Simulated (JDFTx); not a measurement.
The system is NiO.

```
Ni O
1.0
     0.00000    2.08590    2.08590
     2.08590    0.00000    2.08590
     2.08590    2.08590    0.00000
Ni O
1 1
Direct
  0.00000 0.00000 0.00000
  0.50000 0.50000 0.50000
```

Base run:

- Program: JDFTx 1.7.0 (patched build)
- Functional: PBE
- Potentials or basis: PseudoDojo-SR-PBE-0.5-standard
- Cutoff: 1333 eV
- Density cutoff: 10667 eV
- k mesh: 11 × 11 × 11
- Occupations: fermi-dirac, width 0.05 eV
- Spin: collinear spin, ferromagnetic start
- Starting moments: [1.0, 0.0] μB

Its results: band gap on the k mesh none (metal or under the smearing width); pressure 6.0 GPa; net moment 1.83 μB per cell; site moments Ni +1.47; O +0.36 μB.

Task: The run is repeated on the same cell with these changes: functional from PBE to LDA; potentials or basis from PseudoDojo-SR-PBE-0.5-standard to PseudoDojo-SR-LDA-0.4.1-standard. What comes out?

Result: Band gap on the k mesh none (metal or under the smearing width); pressure -20.3 GPa; net moment 0.33 μB per cell; site moments Ni +0.27; O +0.05 μB.

Caveats: semilocal functionals often make such compounds metallic where correlation or magnetic order opens a gap, which also shifts bond lengths; a cell with one magnetic atom can't hold antiferromagnetic order, which such compounds often take (some runs); so large a pressure means that the cell lies far from this level's equilibrium, or that cutoff or potentials fall short (some runs).
